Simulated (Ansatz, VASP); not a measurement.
**GaN in VASP and in Ansatz**

The input INCAR:

```
PREC = Accurate
ENCUT = 520
EDIFF = 1E-7
ISMEAR = 0
SIGMA = 0.02
LREAL = False
LASPH = True
NELM = 100
ALGO = Fast
ISIF = 2
LWAVE = False
LCHARG = False
GGA = PS
IBRION = 2
NSW = 60
EDIFFG = -0.002
```

KPOINTS

```
Automatic mesh
0
Gamma
  10 10 10
```

File POSCAR:

```
GaN
1.0
    0.0000000000      2.1794272668      2.2909851537
    2.1794272668      0.0000000000      2.2909851537
    2.1794272668      2.1794272668      0.0000000000
Ga N
1 1
Direct
    0.0000000000      0.0000000000      0.0000000000
    0.2500000000      0.2500000000      0.2500000000
```

Input for Ansatz:

```yaml
crystal:
  lattice:
    - [0.0, 2.1794272668, 2.2909851537]
    - [2.1794272668, 0.0, 2.2909851537]
    - [2.1794272668, 2.1794272668, 0.0]
  atoms:
    - { symbol: Ga, position: [0.0, 0.0, 0.0] }
    - { symbol: "N", position: [0.25, 0.25, 0.25] }
basis:
  ecutwfc: 420
kpoints:
  mp_grid: { grid: [10, 10, 10] }
hamiltonian:
  xc: pbesol
  pseudopotentials: { kind: paw, azcp: { folder: soft_1 } }
scf:
  occupations: { method: gaussian, width: 0.02 }
output:
  forces: true
  stress: true
  eigenvalues: true
  write_density: true
  write_potential: true
  elf: true
  volumetric_format: npy
relax:
  adjacent_minimum: "off"
  f_tol: 0.002
  max_steps: 40
```

Change from the starting cell: strained cell.

Alike in both runs: task relaxation of the atoms; functional PBEsol; k mesh 10 × 10 × 10; occupations gaussian, width 0.02 eV; no spin polarisation.

|  | VASP | Ansatz |
| --- | --- | --- |
| version | VASP 6.6.1 | Ansatz 0.2.0 |
| potentials or method | VASP PAW PBE potentials, release 64 (Ga_d, N) | scalar-relativistic, plane waves, PAW |
| plane-wave cutoff (eV) | 520 | 420 |
| valence electrons in the cell | 18 | 18 |

|  | VASP | Ansatz | Ansatz less VASP |
| --- | --- | --- | --- |
| gap on the k mesh at the Fermi level, each at its own relaxed structure (eV) | 1.91 | 1.89 | -0.018 |

Ansatz warned: «pseudo_functional_mismatch».

Caveats: the relaxation stopped at its first step, so nothing moved.
